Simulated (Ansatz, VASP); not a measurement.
# Two plane-wave programs on Si3O2

```xyz
10
Lattice="2.7163 0.0000 0.0000 -1.3582 2.3524 0.0000 0.0000 0.0000 24.4710" Properties=species:S:1:pos:R:3 pbc="T T T"
Si    0.0000    0.0000    6.1177
Si    0.0000    0.0000   18.3532
Si    0.0000    1.5683   23.4995
Si    1.3582    0.7841   11.2640
Si    0.0000    1.5683   13.2070
Si    1.3582    0.7841    0.9715
O     0.0000    1.5683    1.9381
O     1.3582    0.7841   14.1736
O     0.0000    1.5683   10.2974
O     1.3582    0.7841   22.5329
```

Change from the starting cell: species swapped into the Sn3Pt2 type (P6_3/mmc, No. 194).

Alike in both runs: functional PBE; k mesh 6 × 6 × 2; occupations gaussian, width 0.1 eV; no spin polarisation.

Ansatz relaxed the structure, and its values are those at the end. VASP's run is a single point on that final structure, the one shown.

```csv
,VASP,Ansatz
version,VASP 6.6.1,Ansatz 0.2.0
potentials or method,"VASP PAW PBE potentials, release 64 (Si, O)","scalar-relativistic, plane waves, PAW"
plane-wave cutoff (eV),520,420
valence electrons in the cell,48,48
```

VASP gave:

```
gap on the k mesh at the Fermi level (eV) : none
pressure (GPa)                            : 0.2
rms of the force components (eV/Å)        : 0.013
```

Question: What did Ansatz give for the same quantities?

Answer: gap on the k mesh at the Fermi level (eV): none; pressure (GPa): 0.0; rms of the force components (eV/Å): 0.002.

A gap of «none» marks a metal or a gap that the smearing closes.

Caveats: the k mesh is coarse (spacing up to 0.45 Å⁻¹), so the values aren't converged.
